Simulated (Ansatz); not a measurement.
Molecular dynamics on a 2×2×1 supercell (12 atoms) of WSe2 (P-6m2), relaxed with r2SCAN+rVV10. Forces come from PBE in Ansatz 0.2.0: Langevin thermostat and barostat (NPT), 100 K, steps of 3 fs. Spin polarisation is off, nuclei are classical, and the run is far too short for thermal averages.

```yaml
crystal:
  lattice:
    - [6.5944267511, 0.0, 0.0]
    - [-3.2972133755, 5.7109410898, 0.0]
    - [0.0, 0.0, 7.184272763]
  atoms:
    - { symbol: W, position: [0.0, 0.0, 0.0] }
    - { symbol: Se, position: [0.1666666667, 0.3333333333, 0.2319179766] }
    - { symbol: Se, position: [0.1666666667, 0.3333333333, 0.7680820234] }
    - { symbol: W, position: [0.0, 0.5, 0.0] }
    - { symbol: Se, position: [0.1666666667, 0.8333333333, 0.2319179766] }
    - { symbol: Se, position: [0.1666666667, 0.8333333333, 0.7680820234] }
    - { symbol: W, position: [0.5, 0.0, 0.0] }
    - { symbol: Se, position: [0.6666666667, 0.3333333333, 0.2319179766] }
    - { symbol: Se, position: [0.6666666667, 0.3333333333, 0.7680820234] }
    - { symbol: W, position: [0.5, 0.5, 0.0] }
    - { symbol: Se, position: [0.6666666667, 0.8333333333, 0.2319179766] }
    - { symbol: Se, position: [0.6666666667, 0.8333333333, 0.7680820234] }
kpoints:
  mp_grid: { grid: [3, 3, 2] }
hamiltonian:
  xc: pbe
scf:
  occupations: { method: fermi_dirac, width: 0.02 }
md:
  ensemble: npt_langevin
  temperature: 100
  timestep: 3.0
  n_steps: 40
  initial_velocities: maxwell_boltzmann
  seed: 7874
```

Command: `ansatz run input.yaml --threads 4 --pin off --max-ram 5529MiB --backend cpu --events-out ev --progress --plain --runs-dir out`.

Task: It ran on 4 threads of Arm Neoverse V2, with other jobs on the host, load about 0.3 per core. About how long did it take, and how much host memory at the peak?

Result: About 3.9 min, with a peak of 1.2 GiB.

| step | t (fs) | T (K) | free energy F from step 0 (meV/atom) | kinetic energy (meV/atom) | pressure (GPa) | volume (Å³/atom) | largest force (eV/Å) |
| --- | --- | --- | --- | --- | --- | --- | --- |
| 0 | 0 | 92 | 0.0 | 11.8 | 3.14 | 22.55 | 0.29 |
| 1 | 3 | 91 | 0.0 | 11.7 | 3.09 | 22.55 | 0.36 |
| 2 | 6 | 87 | 0.0 | 11.2 | 2.94 | 22.57 | 0.42 |
| 3 | 9 | 100 | 0.3 | 12.9 | 2.74 | 22.59 | 0.49 |
| 4 | 12 | 96 | 0.7 | 12.4 | 2.49 | 22.62 | 0.55 |
| 5 | 15 | 89 | 1.2 | 11.5 | 2.15 | 22.67 | 0.65 |
| 6 | 18 | 81 | 1.8 | 10.5 | 1.76 | 22.73 | 0.75 |
| 7 | 21 | 77 | 2.6 | 10.0 | 1.36 | 22.79 | 0.84 |
| 8 | 24 | 60 | 3.6 | 7.7 | 0.93 | 22.87 | 0.91 |
| 9 | 27 | 62 | 4.6 | 8.1 | 0.50 | 22.95 | 0.95 |
| 10 | 30 | 59 | 5.9 | 7.7 | 0.12 | 23.03 | 0.99 |
| 11 | 33 | 50 | 7.2 | 6.5 | -0.22 | 23.10 | 1.02 |
| 12 | 36 | 44 | 8.4 | 5.7 | -0.52 | 23.17 | 1.07 |
| 13 | 39 | 38 | 9.3 | 4.9 | -0.75 | 23.23 | 1.10 |
| 14 | 42 | 44 | 10.0 | 5.7 | -0.92 | 23.28 | 1.12 |
| 15 | 45 | 50 | 10.4 | 6.5 | -1.09 | 23.33 | 1.12 |
| 16 | 48 | 50 | 10.3 | 6.5 | -1.22 | 23.38 | 1.10 |
| 17 | 51 | 64 | 9.8 | 8.3 | -1.31 | 23.42 | 1.05 |
| 18 | 54 | 79 | 9.0 | 10.3 | -1.35 | 23.46 | 1.03 |
| 19 | 57 | 110 | 8.0 | 14.2 | -1.31 | 23.49 | 0.98 |
| 20 | 60 | 112 | 6.7 | 14.5 | -1.21 | 23.50 | 0.91 |
| 21 | 63 | 136 | 5.5 | 17.6 | -1.01 | 23.50 | 0.83 |
| 22 | 66 | 149 | 4.3 | 19.3 | -0.76 | 23.49 | 0.74 |
| 23 | 69 | 146 | 3.5 | 18.8 | -0.48 | 23.48 | 0.74 |
| 24 | 72 | 149 | 3.1 | 19.3 | -0.17 | 23.47 | 0.80 |
| 25 | 75 | 157 | 3.2 | 20.3 | 0.14 | 23.46 | 0.87 |
| 26 | 78 | 142 | 3.8 | 18.4 | 0.43 | 23.45 | 0.93 |
| 27 | 81 | 118 | 4.5 | 15.3 | 0.68 | 23.45 | 0.97 |
| 28 | 84 | 102 | 5.4 | 13.2 | 0.88 | 23.45 | 0.97 |
| 29 | 87 | 82 | 6.3 | 10.7 | 1.01 | 23.46 | 0.96 |
| 30 | 90 | 80 | 7.0 | 10.3 | 1.09 | 23.48 | 0.93 |
| 31 | 93 | 83 | 7.3 | 10.7 | 1.11 | 23.51 | 0.90 |
| 32 | 96 | 91 | 7.6 | 11.8 | 1.10 | 23.54 | 0.87 |
| 33 | 99 | 88 | 7.7 | 11.4 | 1.01 | 23.58 | 0.85 |
| 34 | 102 | 95 | 7.7 | 12.2 | 0.87 | 23.63 | 0.86 |
| 35 | 105 | 100 | 7.5 | 12.9 | 0.69 | 23.68 | 0.85 |
| 36 | 108 | 92 | 7.3 | 11.8 | 0.47 | 23.73 | 0.82 |
| 37 | 111 | 91 | 7.0 | 11.8 | 0.22 | 23.78 | 0.79 |
| 38 | 114 | 98 | 7.0 | 12.7 | -0.02 | 23.82 | 0.77 |
| 39 | 117 | 88 | 6.9 | 11.4 | -0.22 | 23.85 | 0.75 |
| 40 | 120 | 94 | 6.7 | 12.1 | -0.41 | 23.88 | 0.75 |

The temperature starts at 92 K, is lowest at step 13 (38 K, 39 fs) and ends at 94 K. The atoms start on their lattice sites with kinetic energy alone, so much of it first passes into potential energy.

Positions (Å) and forces (eV/Å) at step 40:
```
cell (Å): 6.722 0.000 0.000; -3.361 5.821 0.000; 0.000 0.000 7.323
W    0.012   0.021   0.003    -0.101   0.005  -0.370
Se   0.034   1.981   1.606     0.089  -0.183   0.704
Se   0.030   1.952   5.659     0.119   0.131  -0.090
W   -1.654   2.906  -0.023    -0.210   0.637  -0.327
Se  -1.674   4.833   1.655    -0.107   0.105  -0.039
Se  -1.728   4.912   5.613     0.294  -0.559   0.355
W    3.334   0.004  -0.017    -0.111   0.364   0.051
Se   3.445   1.922   1.666    -0.525   0.202  -0.099
Se   3.357   1.967   5.669     0.187  -0.122  -0.275
W    1.729   2.929   0.006    -0.205   0.345  -0.190
Se   1.673   4.915   1.627     0.094  -0.445   0.398
Se   1.636   4.917   5.669     0.475  -0.480  -0.117
```
